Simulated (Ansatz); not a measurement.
# Ca: the cost of one run

Program: Ansatz 0.2.0. Level of theory: DFT PBE, scalar-relativistic. These are calculated values, not measurements.

The COD cell was measured well above room temperature, so it is larger than a cold one.

1 further run of the same task is left out (it didn't finish).

## Step 1: The structure to begin with

Symmetry: P6_3/mmc, No. 194, hexagonal system. The conventional cell has a = 3.980 Å, b = 3.980 Å, c = 6.520 Å, α = 90.00°, β = 90.00°, γ = 120.00°. Ca (site symmetry -6m2) has 12 Ca at 3.98 to 3.99 Å as nearest neighbours.

Coordinates:

```
CELL_PARAMETERS angstrom
3.98000 0.00000 0.00000
-1.99000 3.44678 0.00000
0.00000 0.00000 6.52000
ATOMIC_POSITIONS crystal
Ca 0.33333 0.66667 0.25000
Ca 0.66667 0.33333 0.75000
```

Atoms are numbered in the order of the input: Ca1, Ca2.

## Step 2: After the deformation

Space group P6_3/mmc before, P6_3/mmc after.

## Step 3: Full-potential LAPW

The input, input.yaml:

```yaml
crystal:
  lattice:
    - [4.0204066432, 0.0, 0.0]
    - [-2.0102033216, 3.4817742866, 0.0]
    - [0.0, 0.0, 6.3896]
  atoms:
    - { symbol: Ca, position: [0.3333333333, 0.6666666667, 0.25] }
    - { symbol: Ca, position: [0.6666666667, 0.3333333333, 0.75] }
kpoints:
  mp_grid: { grid: [11, 11, 6] }
scf:
  occupations: { method: fermi_dirac, width: 0.08 }
hamiltonian:
  xc: pbe
  pseudopotentials: { kind: all_electron, lapw: { basis_error: 0.0005 } }
output:
  forces: true
  stress: true
  eigenvalues: true
```

The run is started by

```sh
$ ansatz run input.yaml --threads 1 --pin off --max-ram 2048MiB --backend cpu --events-out ev --progress --plain --runs-dir out
```

**Question.** How long does this run take on 1 thread of Intel Xeon 6975P-C (Granite Rapids), shared host, and how much memory does it need?

About 3.2 s, with a peak of 0.29 GiB.
